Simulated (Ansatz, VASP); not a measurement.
**Two plane-wave programs on SiC**

```
Si C
1.0
     3.15224    0.00000    0.00000
    -1.57612    2.72992    0.00000
     0.00000    0.00000    5.02832
Si C
2 2
Direct
  0.33333 0.66667 0.99837
  0.66667 0.33333 0.49837
  0.33333 0.66667 0.37663
  0.66667 0.33333 0.87663
```

Change from the starting cell: epitaxial_xy strain +2.5%.

Alike in both runs: task single point; functional PBE; k mesh 12 × 12 × 6; occupations fermi-dirac, width 0.02 eV; no spin polarisation.

```csv
,VASP,Ansatz
version,VASP 6.6.1,Ansatz 0.2.0
potentials or method,"VASP PAW PBE potentials, release 64 (Si, C)","plane waves, PAW"
plane-wave cutoff (eV),520,420
valence electrons in the cell,16,16
```

VASP gave:

```
gap on the k mesh at the Fermi level (eV)       : 2.43
pressure (GPa)                                  : -6.0
largest component of the traceless stress (GPa) : 8.91
rms of the force components (eV/Å)              : 0.019
```

Problem. What did Ansatz give for the same quantities?

Solution. gap on the k mesh at the Fermi level (eV): 2.43; pressure (GPa): -5.9; largest component of the traceless stress (GPa): 8.86; rms of the force components (eV/Å): 0.020.

Atom by atom the forces differ by 0.000 eV/Å (rms over components).

A k mesh can miss the band edges.
